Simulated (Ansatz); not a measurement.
Problem. Name crystals whose computed values (PBEsol (plane waves, PAW; program Ansatz)) fall in these windows: gap (eV) 5.7 to 8.1; electron conductivity mass (mₑ) 0.47 to 0.59; B₀ by P(V) fit (GPa) 79 to 110.

Solution. 

| crystal | gap (eV) | electron conductivity mass (mₑ) | B₀ by P(V) fit (GPa) |
|---|---|---|---|
| MgF2, rutile | 6.89 | 0.52 | 97.2 |
| CaF2, fluorite | 7.25 | 0.55 | 86.4 |
Others may fit too.

All cells were relaxed under the symmetry of their starts (and spin orders); stability against distortions was not tested throughout.

Potentials: the later of the program's two PAW sets.
